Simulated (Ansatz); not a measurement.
## From the elastic tensor of ZrO$_{2}$ at 7 GPa (stress–strain coefficients) to moduli and sound speeds

Level of theory: DFT PBE, scalar-relativistic, plane waves, PAW in Ansatz. Settings: 420 eV plane-wave cutoff, Γ-centred 6×6×6 mesh, fixed occupations. No spin polarisation.

The structure is tetragonal, space group P4_2/nmc (No. 137). Conventional cell: a = 3.586 Å, b = 3.586 Å, c = 5.178 Å, α = 90.00°, β = 90.00°, γ = 90.00°. Zr (site symmetry -4m2) has 8 O at 2.08 to 2.37 Å as nearest neighbours. O (site symmetry 2mm) has 4 Zr at 2.08 to 2.37 Å as nearest neighbours.

Other phases may be more stable at this pressure.

Relaxed-ion constants (GPa, on the Cartesian axes of the calculation):
C11 = 384.1, C12 = 236.7, C13 = 78.1, C22 = 384.1, C23 = 78.1, C33 = 323.1, C44 = 35.8, C55 = 35.8, C66 = 170.7 GPa; the others vanish.

Density 6.147 g/cm³; 6 atoms in 66.58 Å³.

The values that follow are for a polycrystal of randomly turned grains, by Hill's mean where one number stands. In a crystal this anisotropic the Voigt and Reuss bounds lie far apart, so Hill's mean and the sound speeds and Debye temperature from it are rough.

With S = C⁻¹: B_V = (C11+C22+C33+2(C12+C13+C23))/9, G_V = (C11+C22+C33−C12−C13−C23+3(C44+C55+C66))/15, 1/B_R = S11+S22+S33+2(S12+S13+S23), 15/G_R = 4(S11+S22+S33−S12−S13−S23)+3(S44+S55+S66); Hill is their mean. Then v_l = √((B+4G/3)/ρ), v_t = √(G/ρ), v_m = [(2/v_t³+1/v_l³)/3]^(−1/3) and Θ = (ħ/k_B)·v_m·(6π²n/V)^(1/3) for n atoms in the volume V; E = 9BG/(3B+G), ν = (3B−2G)/(2(3B+G)) and A^U = 5G_V/G_R + B_V/B_R − 6.

| Property | Result |
| --- | --- |
| Bulk modulus, Voigt / Reuss / Hill | 208.6 / 197.4 / 203.0 GPa |
| Shear modulus, Voigt / Reuss / Hill | 95.0 / 61.1 / 78.0 GPa |
| Young's modulus | 208 GPa |
| Poisson ratio | 0.330 |
| Pugh ratio B/G | 2.60 |
| Universal anisotropy index | 2.84 |
| Longitudinal and transverse sound speeds | 7068 and 3563 m/s |
| Debye temperature from the mean sound speed | 533 K |

This form isn't the usual stable structure of the compound at low pressure.

Cost: 1 run of about 1.8 core-minutes, on AMD EPYC 9R45 (Zen 5) (shared hosts).